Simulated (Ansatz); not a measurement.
Relaxed sheet of P (a trial structure of the honeycomb type):

```yaml
crystal:
  lattice:
    - [3.25406, 0.00000, 0.00000]
    - [-1.62703, 2.81809, 0.00000]
    - [0.00000, 0.00000, 28.00000]
  periodic: [true, true, false]
  atoms:
    - { symbol: P, position: [0.33333, 0.66667, 0.52224] }
    - { symbol: P, position: [0.66667, 0.33333, 0.47776] }
```

Theory: DFT PBE+D3(BJ), scalar-relativistic, plane waves, PAW (Ansatz). Settings: cutoff 420 eV, Γ-centred mesh 9×9×1 on the computed 2-atom cell, Gaussian smearing of 0.02 eV; no spin polarisation. The sheet is isolated along c (Coulomb cut-off).

Atoms relax at each strain; stress is positive in compression. Unstrained: gap 1.99 eV, thickness 1.245 Å.

Q: How does it respond to biaxial strain of -4, -2, +2, +4, +7 %?

A:
```tsv
strain (%)	ΔE (meV/cell)	σxx (N/m)	σyy (N/m)	gap	thickness (Å)
-4	89.2	4.24	4.24	1.24 eV	1.275
-2	21.3	1.94	1.94	1.73 eV	1.260
+2	19.5	-1.63	-1.63	1.84 eV	1.231
+4	74.7	-3.00	-3.00	1.70 eV	1.218
+7	214.6	-4.63	-4.63	1.47 eV	1.200
```

An odd mesh misses points on the zone edge, so a gap read on it can be too wide.